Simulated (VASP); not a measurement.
# H (a cell with a defect) in VASP: notebook

One crystal, H (a cell with a defect), is run at these levels: PBEsol; tasks: single point.

Program: VASP 6.6.1. These are calculated values, not measurements. Logs are shortened: lines on timing, memory, paths and dates and some standing lists are left out, and cuts for length are marked.

## (1) The cell of the first run

The cell holds a defect, 23 atoms: a = 6.649 Å, b = 6.649 Å, c = 10.084 Å, α = 90.00°, β = 90.00°, γ = 120.00°.

## (2) Single point, PBEsol (H vacancy, atoms relaxed)

File INCAR:

```
SYSTEM = H
  PREC = Accurate
  ENCUT = 520
  EDIFF = 1E-6
  ISMEAR = 0
  SIGMA = 0.05
  LREAL = Auto
  LASPH = .TRUE.
  NELM = 100
  ALGO = Fast
  ISIF = 2
  LWAVE = .FALSE.
  LCHARG = .FALSE.
  GGA = PS
  NBANDS = 28
```

File KPOINTS:

```
Automatic mesh
0
G
  3 3 2
  0 0 0
```

File POSCAR:

```
H
1.0
    5.7584689341      3.3246535892      0.0000000000
    0.0000000000     -6.6493071784      0.0000000000
    0.0000000000      0.0000000000    -10.0839384176
H
23
Direct
    0.3333333333      0.3333333333      0.9186727605
    1.0000000000      0.6666666667      0.4298289313
    1.0000000000      0.6666666667      0.9108921551
    0.6666666667      0.0000000000      0.4298289313
    0.6666666667      0.0000000000      0.9108921551
    0.5347572795      0.5347572795      0.1352810098
    0.6593161360      0.6593161360      0.6721161755
    0.3333333333      1.1319093872      0.1352810098
    0.3333333333      1.0073505306      0.6721161755
    1.1319093872      0.3333333333      0.1352810098
    1.0073505306      0.3333333333      0.6721161755
    0.6549014846      0.6549014846      0.1415915518
    0.6518918840      0.6518918840      0.5969956744
    0.3333333333      1.0117651821      0.1415915518
    0.3333333333      1.0147747827      0.5969956744
    1.0117651821      0.3333333333      0.1415915518
    1.0147747827      0.3333333333      0.5969956744
    0.3333333333      0.3333333333      0.1258230380
    0.3333333333      0.3333333333      0.8431191078
    1.0000000000      0.6666666667      0.3545445225
    1.0000000000      0.6666666667      0.8356308587
    0.6666666667      0.0000000000      0.3545445225
    0.6666666667      0.0000000000      0.8356308587
```

Potentials or basis: VASP PAW PBE potentials, release 64 (H).

Run with:

```
cat potpaw_PBE.64/H/POTCAR > POTCAR
mpirun -np 1 vasp_std > vasp.out
```

OUTCAR:

```text
SYSTEM = H
   PREC = Accurate
   ENCUT = 520
   EDIFF = 1E-6
   ISMEAR = 0
   LREAL = Auto
   LASPH = .TRUE.
   NELM = 100
   ISIF = 2
   GGA = PS

 ion  position               nearest neighbor table
   1  0.333  0.333  0.919-  19 0.76
   2  0.000  0.667  0.430-  20 0.76
   3  0.000  0.667  0.911-  21 0.76
   4  0.667  0.000  0.430-  22 0.76
   5  0.667  0.000  0.911-  23 0.76
   6  0.535  0.535  0.135-  12 0.80
[... 9 lines left out ...]
  16  0.012  0.333  0.142-  10 0.80
  17  0.015  0.333  0.597-  11 0.76
  18  0.333  0.333  0.126-
  19  0.333  0.333  0.843-   1 0.76
  20  0.000  0.667  0.355-   2 0.76
  21  0.000  0.667  0.836-   3 0.76
  22  0.667  0.000  0.355-   4 0.76
  23  0.667  0.000  0.836-   5 0.76

  LATTYP: Found a hexagonal cell.
 ALAT       =     6.6493071784
 C/A-ratio  =     1.5165397156

  Lattice vectors:

 A1 = (   5.7584689341,   3.3246535892,   0.0000000000)
 A2 = (   0.0000000000,  -6.6493071784,   0.0000000000)
 A3 = (   0.0000000000,   0.0000000000, -10.0839384176)

Analysis of symmetry for initial positions (statically):
=====================================================================
 Subroutine PRICEL returns:
 Original cell was already a primitive cell.

 Routine SETGRP: Setting up the symmetry group for a
 hexagonal supercell.

 Subroutine GETGRP returns: Found  6 space group operations
 (whereof  2 operations were pure point group operations)
 out of a pool of 24 trial point group operations.

The static configuration has the point symmetry C_1h.
 The point group associated with its full space group is C_3v.

Analysis of symmetry for dynamics (positions and initial velocities):
=====================================================================
 Subroutine PRICEL returns:
 Original cell was already a primitive cell.

 Routine SETGRP: Setting up the symmetry group for a
 hexagonal supercell.

 Subroutine GETGRP returns: Found  6 space group operations
 (whereof  2 operations were pure point group operations)
 out of a pool of 24 trial point group operations.

The dynamic configuration has the point symmetry C_1h.
 The point group associated with its full space group is C_3v.

 Subroutine INISYM returns: Found  6 space group operations
 (whereof  2 operations are pure point group operations),
 and found     1 'primitive' translations

----------------------------------------------------------------------------------------

                                     Primitive cell

  volume of cell :     386.1123

  direct lattice vectors                    reciprocal lattice vectors
     5.758468934  3.324653589  0.000000000     0.173657271  0.000000000  0.000000000
     0.000000000 -6.649307178  0.000000000     0.086828635 -0.150391608  0.000000000
     0.000000000  0.000000000-10.083938418     0.000000000  0.000000000 -0.099167603

  length of vectors
     6.649307178  6.649307178 10.083938418     0.173657271  0.173657271  0.099167603

  position of ions in fractional coordinates (direct lattice)
     0.333333333  0.333333333  0.918672761
     0.000000000  0.666666667  0.429828931
     0.000000000  0.666666667  0.910892155
     0.666666667  1.000000000  0.429828931
     0.666666667  1.000000000  0.910892155
     0.534757279  0.534757279  0.135281010
[... 15 lines left out ...]
     0.666666667  1.000000000  0.354544522
     0.666666667  1.000000000  0.835630859

  ion indices of the primitive-cell ions
   primitive index   ion index
                 1           1
                 2           2
                 3           3
                 4           4
                 5           5
                 6           6
[... 15 lines left out ...]
                22          22
                23          23

----------------------------------------------------------------------------------------

 KPOINTS: Automatic mesh

Automatic generation of k-mesh.
 Grid dimensions read from file:
 generate k-points for:    3    3    2

 Generating k-lattice:

  Cartesian coordinates                     Fractional coordinates (reciprocal lattice)
     0.057885757  0.000000000  0.000000000     0.333333333  0.000000000  0.000000000
     0.028942878 -0.050130536  0.000000000     0.000000000  0.333333333  0.000000000
     0.000000000  0.000000000 -0.049583801     0.000000000  0.000000000  0.500000000

  Length of vectors
     0.057885757  0.057885757  0.049583801

  Shift w.r.t. Gamma in fractional coordinates (k-lattice)
     0.000000000  0.000000000  0.000000000

 Subroutine IBZKPT returns following result:
 ===========================================

 Found      6 irreducible k-points:

 Following reciprocal coordinates:
            Coordinates               Weight
  0.000000  0.000000  0.000000      1.000000
  0.333333  0.000000  0.000000      6.000000
  0.333333  0.333333  0.000000      2.000000
  0.000000  0.000000  0.500000      1.000000
  0.333333  0.000000  0.500000      6.000000
  0.333333  0.333333  0.500000      2.000000
   k-points           NKPTS =      6   k-points in BZ     NKDIM =      6   number of bands    NBANDS=     28
   number of dos      NEDOS =    301   number of ions     NIONS =     23
   total plane-waves  NPLWV = 200000
   dimension x,y,z NGX =    50 NGY =   50 NGZ =   80
   dimension x,y,z NGXF=   100 NGYF=  100 NGZF=  160
   ions per type =              23
   NGX,Y,Z   is equivalent  to a cutoff of  12.50, 12.50, 13.19 a.u.
   NGXF,Y,Z  is equivalent  to a cutoff of  25.00, 25.00, 26.38 a.u.
 SYSTEM =  H
   PREC   = accura    normal or accurate (medium, high low for compatibility)
   ISTART =      0    job   : 0-new  1-cont  2-samecut
   ICHARG =      2    charge: 1-file 2-atom 10-const
   ISPIN  =      1    spin polarized calculation?
   LNONCOLLINEAR =      F non collinear calculations
   LSORBIT =      F    spin-orbit coupling
   LASPH  =      T    aspherical Exc in radial PAW
   ENCUT  =  520.0 eV  38.22 Ry    6.18 a.u.  12.36 12.36 18.75*2*pi/ulx,y,z
   NELM   =    100;   NELMIN=  2; NELMDL= -5     # of ELM steps
   EDIFF  = 0.1E-05   stopping-criterion for ELM
   LREAL  =      T    real-space projection
   EDIFFG = 0.1E-04   stopping-criterion for IOM
   NSW    =      0    number of steps for IOM
   IBRION =     -1    ionic relax: 0-MD 1-quasi-New 2-CG
   NFREE  =      0    steps in history (QN), initial steepest desc. (CG)
   ISIF   =      2    stress and relaxation
   ISYM   =      2    0-nonsym 1-usesym 2-fastsym
   POTIM  = 0.5000    time-step for ionic-motion
   TEBEG  =    0.0;   TEEND  =   0.0 temperature during run
   PSTRESS=    0.0 pullay stress
   NELECT =      23.0000    total number of electrons
   NUPDOWN=      -1.0000    fix difference up-down
   EMIN   =  10.00;   EMAX   =-10.00  energy-range for DOS
   EFERMI =   0.00;   METHOD = LEGACY
   ISMEAR =     0;   SIGMA  =   0.05  broadening in eV -4-tet -1-fermi 0-gaus
   EFERMI_NEDOS =   21; number of points for ismear=-14 and -15
   IALGO  =     68    algorithm
   IMIX   =      4    mixing-type and parameters
     AMIX     =   0.40;   BMIX     =  1.00
     AMIX_MAG =   1.60;   BMIX_MAG =  1.00
  volume/ion in A,a.u.               =      16.79       113.29
  Fermi-wavevector in a.u.,A,eV,Ry     =   0.639361  1.208217  5.561826  0.408783
  Thomas-Fermi vector in A             =   1.705010
   LORBIT       =      0    0 simple, 1 ext, 2 COOP (PROOUT), +10 PAW based schemes
   GGA     = PS    functional components
   LHFCALC =     F    Hartree Fock is set to
   AEXX    =    0.0000 exact exchange contribution
   IVDW    =     0    specifies the selected vdW correction
   LEPSILON=     F    determine dielectric tensor
   LRPA    =     F    only Hartree local field effects (RPA)
 non-spin polarized calculation
 RMM-DIIS sequential band-by-band and
 Gauss-broadening in eV      SIGMA  =   0.05
  energy-cutoff  :      520.00
  volume of cell :      386.11
 maximum number of plane-waves:     10453
 NGX is ok and might be reduce to    50
   NGX = 25   NGY = 25   NGZ = 37

 number of electron      22.9999997 magnetization

 Free energy of the ion-electron system (eV)
  ---------------------------------------------------
  ext. energy  EPLUGINS =         0.00000000
  ---------------------------------------------------
  free energy    TOTEN  =       -72.22132520 eV

  energy without entropy =      -72.20217338  energy(sigma->0) =      -72.21174929

 E-fermi :  -4.1334     XC(G=0):  -4.3653

 val. band max:       -4.1398941654   @ k =   0.3333   0.0000   0.5000
 cond. band min:      -4.0601017944   @ k =   0.3333   0.3333   0.5000
 fundamental gap:      0.0797923710
 Fermi energy:        -4.1333571868

 k-point     1 :       0.0000    0.0000    0.0000
  band No.  band energies     occupation
      1     -11.5435      2.00000
      2      -9.8224      2.00000
      3      -9.3504      2.00000
      4      -9.2933      2.00000
      5      -9.2933      2.00000
      6      -9.0608      2.00000
[... 15 lines left out ...]
     22       2.6193      0.00000
     23       2.6725      0.00000

 k-point     2 :       0.3333    0.0000    0.0000
  band No.  band energies     occupation
      1     -11.4982      2.00000
      2      -9.7103      2.00000
      3      -9.4328      2.00000
      4      -9.3561      2.00000
      5      -9.2609      2.00000
      6      -9.2289      2.00000
[... 15 lines left out ...]
     22       2.4296      0.00000
     23       2.8130      0.00000

 k-point     3 :       0.3333    0.3333    0.0000
  band No.  band energies     occupation
      1     -11.4746      2.00000
      2      -9.5617      2.00000
      3      -9.5617      2.00000
      4      -9.3525      2.00000
      5      -9.2879      2.00000
      6      -9.2879      2.00000
[... 15 lines left out ...]
     22       2.3363      0.00000
     23       2.3363      0.00000

 k-point     4 :       0.0000    0.0000    0.5000
  band No.  band energies     occupation
      1     -11.5423      2.00000
      2      -9.8515      2.00000
      3      -9.2981      2.00000
      4      -9.2929      2.00000
      5      -9.2929      2.00000
      6      -9.0570      2.00000
[... 15 lines left out ...]
     22       2.2440      0.00000
     23       2.2696      0.00000

 k-point     5 :       0.3333    0.0000    0.5000
  band No.  band energies     occupation
      1     -11.4977      2.00000
      2      -9.6890      2.00000
      3      -9.4962      2.00000
      4      -9.3513      2.00000
      5      -9.3125      2.00000
      6      -9.1815      2.00000
[... 15 lines left out ...]
     22       2.3978      0.00000
     23       2.5426      0.00000

 k-point     6 :       0.3333    0.3333    0.5000
  band No.  band energies     occupation
      1     -11.4744      2.00000
      2      -9.4821      2.00000
      3      -9.4821      2.00000
      4      -9.4440      2.00000
      5      -9.4440      2.00000
      6      -9.3569      2.00000
[... 15 lines left out ...]
     22       2.4107      0.00000
     23       2.4107      0.00000
 [bands above 23 left out]

------------------------ aborting loop because EDIFF is reached ----------------------------------------

  FORCE on cell =-STRESS in cart. coord.  units (eV):
  Direction    XX          YY          ZZ          XY          YZ          ZX
  --------------------------------------------------------------------------------------
  -------------------------------------------------------------------------------------
  Total       -0.4560585     -0.4560585     -0.3191896     -0.0000000      0.0000000      0.0000000
  in kB       -1.8924200     -1.8924200     -1.3244807     -0.0000000      0.0000000      0.0000000
  external PRESSURE =      -1.7031069 kB  Pullay stress =       0.0000000 kB

 VOLUME and BASIS-vectors are now :
 -----------------------------------------------------------------------------
  energy-cutoff  :      520.00
  volume of cell :      386.11
      direct lattice vectors                 reciprocal lattice vectors
     5.758468934  3.324653589  0.000000000     0.173657271  0.000000000  0.000000000
     0.000000000 -6.649307178  0.000000000     0.086828635 -0.150391608  0.000000000
     0.000000000  0.000000000-10.083938418     0.000000000  0.000000000 -0.099167603

 POSITION                                       TOTAL-FORCE (eV/Angst)
 -----------------------------------------------------------------------------------
      1.91949     -1.10822     -9.26384        -0.000000      0.000000     -0.011438
      0.00000     -4.43287     -4.33437        -0.000000      0.000000     -0.003583
      0.00000     -4.43287     -9.18538        -0.000000      0.000000     -0.003982
      3.83898      2.21644     -4.33437        -0.000000      0.000000     -0.003583
      3.83898      2.21644     -9.18538         0.000000      0.000000     -0.003982
      3.07938     -1.77788     -1.36417         0.002759     -0.001593     -0.000619
[... 15 lines left out ...]
      3.83898      2.21644     -3.57521        -0.000000      0.000000      0.003548
      3.83898      2.21644     -8.42645        -0.000000      0.000000      0.002828
 -----------------------------------------------------------------------------------
    total drift:                                0.000013     -0.000007     -0.002029

  FREE ENERGIE OF THE ION-ELECTRON SYSTEM (eV)
  ---------------------------------------------------
  free  energy   TOTEN  =       -72.2213252018 eV

  energy  without entropy=      -72.2021733773  energy(sigma->0) =      -72.21174929
```

It took 72 s on 1 thread of Intel Xeon Platinum 8488C (Sapphire Rapids), shared host; peak memory 0.45 GiB.

Results:

| Quantity | Value |
| --- | --- |
| Free energy | -72.2213 eV |
| Pressure | -0.2 GPa |
| Largest force | 0.013 eV/Å |
| Band gap on the k mesh | none (metal or under the smearing width) |

Forces in eV/Å, atoms in the order of the input:
```
H    0.000  0.000 -0.011
H    0.000  0.000 -0.004
H    0.000  0.000 -0.004
H    0.000  0.000 -0.004
H    0.000  0.000 -0.004
H    0.003 -0.002 -0.001
H    0.000  0.000 -0.002
H    0.000  0.003 -0.001
H    0.000  0.000 -0.002
H   -0.003 -0.002 -0.001
H    0.000  0.000 -0.002
H   -0.003  0.002  0.000
H    0.000  0.000  0.002
H    0.000 -0.003  0.000
H    0.000  0.000  0.002
H    0.003  0.002  0.000
H    0.000  0.000  0.002
H    0.000  0.000  0.001
H    0.000  0.000  0.013
H    0.000  0.000  0.004
H    0.000  0.000  0.003
H    0.000  0.000  0.004
H    0.000  0.000  0.003
```

Caveat: the k mesh is coarse (spacing up to 0.36 Å⁻¹), so the values aren't converged; the PAW data sets were made with another functional, which shifts forces and pressure a little.

## (3) Single point, PBEsol

File INCAR:

```
  PREC = Accurate
  ENCUT = 520
  EDIFF = 1E-6
  ISMEAR = 0
  SIGMA = 0.05
  LREAL = Auto
  LASPH = T
  NELM = 100
  ALGO = Normal
  ISIF = 2
  LWAVE = F
  LCHARG = T
  GGA = PS
  LELF = T
  LVHAR = T
  NBANDS = 28
```

File KPOINTS:

```
Automatic mesh
0
Gamma
  3 3 2
```

File POSCAR:

```
H
1.0
    5.7584689341      3.3246535892      0.0000000000
    0.0000000000     -6.6493071784      0.0000000000
    0.0000000000      0.0000000000    -10.0839384176
H
23
Direct
    0.3333333333      0.3333333333      0.9126389239
    1.0000000000      0.6666666667      0.4126389239
    1.0000000000      0.6666666667      0.9126389239
    0.6666666667      0.0000000000      0.4126389239
    0.6666666667      0.0000000000      0.9126389239
    0.6666666667      0.6666666667      0.1626389239
    0.6666666667      0.6666666667      0.6626389239
    0.3333333333      1.0000000000      0.1626389239
    0.3333333333      1.0000000000      0.6626389239
    1.0000000000      0.3333333333      0.1626389239
    1.0000000000      0.3333333333      0.6626389239
    0.6666666667      0.6666666667      0.0873610761
    0.6666666667      0.6666666667      0.5873610761
    0.3333333333      1.0000000000      0.0873610761
    0.3333333333      1.0000000000      0.5873610761
    1.0000000000      0.3333333333      0.0873610761
    1.0000000000      0.3333333333      0.5873610761
    0.3333333333      0.3333333333      0.3750000000
    0.3333333333      0.3333333333      0.8373610761
    1.0000000000      0.6666666667      0.3373610761
    1.0000000000      0.6666666667      0.8373610761
    0.6666666667      0.0000000000      0.3373610761
    0.6666666667      0.0000000000      0.8373610761
```

Potentials or basis: VASP PAW PBE potentials, release 64 (H).

Run with:

```
cat potpaw_PBE.64/H/POTCAR > POTCAR
mpirun -np 1 vasp_std > vasp.out
```

Run time: 70 s. Hardware: 1 thread of Intel Xeon Platinum 8488C (Sapphire Rapids), shared host; peak memory 0.44 GiB.

The run converged. Its results:

```
Free energy            : -71.7482 eV
Pressure               : -0.2 GPa
Largest force          : 0.024 eV/Å
Band gap on the k mesh : none (metal or under the smearing width)
```

Forces on the atoms (eV/Å):
```
H    0.000  0.000 -0.007
H    0.000  0.000 -0.014
H    0.000  0.000 -0.006
H    0.000  0.000 -0.014
H    0.000  0.000 -0.006
H   -0.009  0.005 -0.021
H    0.002 -0.001 -0.015
H    0.000 -0.011 -0.021
H    0.000  0.002 -0.015
H    0.009  0.005 -0.021
H   -0.002 -0.001 -0.015
H    0.002 -0.001  0.015
H   -0.009  0.005  0.021
H    0.000  0.002  0.015
H    0.000 -0.011  0.021
H   -0.002 -0.001  0.015
H    0.009  0.005  0.021
H    0.000  0.000  0.000
H    0.000  0.000  0.007
H    0.000  0.000  0.014
H    0.000  0.000  0.006
H    0.000  0.000  0.014
H    0.000  0.000  0.006
```

Levels at points of the mesh, in eV from the Fermi level:
```
           k point  band 8  band 9  band 10  band 11  band 12  band 13  band 14  band 15
(0.00, 0.00, 0.00)   -3.71   -3.70    -3.70    -3.36     0.02     5.88     6.78     6.78
(0.00, 0.00, 0.50)   -3.71   -3.71    -3.62    -3.56     0.02     6.16     6.24     7.33
```

Caveat: the k mesh is coarse (spacing up to 0.36 Å⁻¹), so the values aren't converged; the PAW data sets were made with another functional, which shifts forces and pressure a little.
